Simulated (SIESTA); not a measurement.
Al2O3 (Corundum):

```
Al O
1.0
     2.38025    1.37424    4.33187
    -2.38025    1.37424    4.33187
     0.00000   -2.74848    4.33187
Al O
4 6
Direct
  0.85216 0.85216 0.85216
  0.64784 0.64784 0.64784
  0.14784 0.14784 0.14784
  0.35216 0.35216 0.35216
  0.05668 0.75000 0.44332
  0.75000 0.44332 0.05668
  0.44332 0.05668 0.75000
  0.94332 0.25000 0.55668
  0.25000 0.55668 0.94332
  0.55668 0.94332 0.25000
```

Base run:

- Program: SIESTA 5.4.2
- Functional: PW86PBE
- Potentials or basis: PseudoDojo 0.4 standard (PBE files)
- Basis: DZP (energy shift 0.002 Ry; radii capped at 9.5 bohr)
- Grid cutoff: 800 Ry
- Energy shift: 0.002 Ry
- k mesh: 7 × 7 × 7
- Occupations: fermi-dirac, width 0.05 eV
- Spin: no spin polarisation

Its results: band gap on the k mesh 6.34 eV, direct; pressure 14.2 GPa; largest force 0.139 eV/Å.

Question: The run is repeated on the same cell with these changes: functional from PW86PBE to PBEsol; potentials or basis from PseudoDojo 0.4 standard (PBE files) to PseudoDojo 0.4 standard (PBEsol files). What comes out?

Answer: Band gap on the k mesh 6.16 eV, direct; pressure 3.3 GPa; largest force 0.085 eV/Å.

Caveats: the basis of atomic orbitals isn't converged, which shifts pressures, moduli and gaps; the potentials were made for another functional, which shifts forces and pressure (some runs).

Not every run made on this cell is shown here.
